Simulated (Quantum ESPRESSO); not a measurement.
## HfN: Wannier functions under several settings

```xyz
2
Lattice="3.4332 0.0000 0.0000 -1.7166 2.9732 0.0000 0.0000 0.0000 3.9698" Properties=species:S:1:pos:R:3 pbc="T T T"
Hf    0.0000    0.0000    1.9849
N     0.0000    0.0000    0.0000
```

The cell was built by a generator and needn't be a form met in nature.

All runs used Quantum ESPRESSO 7.5; potentials PseudoDojo 0.4.1 SR PBEsol standard; k mesh 7 × 7 × 6; given cell; no spin polarisation; cutoff 1143 eV; occupations fermi-dirac, width 0.05 eV.

| level | start | Wannier mesh | spread a function (Å²) | RMS miss of the bands (meV) |
| --- | --- | --- | --- | --- |
| PBEsol | atomic projections with disentanglement | 5 × 5 × 4 | 1.19 | 6 |
| PBEsol | atomic projections with disentanglement, not minimised | 5 × 5 × 4 | ? | ? |
| PBEsol | SCDM with an erfc weight | 5 × 5 × 4 | 2.49 | 27 |

**Question.** What stands in the row left open?

**Answer.** Spread a function 1.62 Å²; RMS miss of the bands 12 meV.

For the row left open. Caveat: the k mesh is coarse.
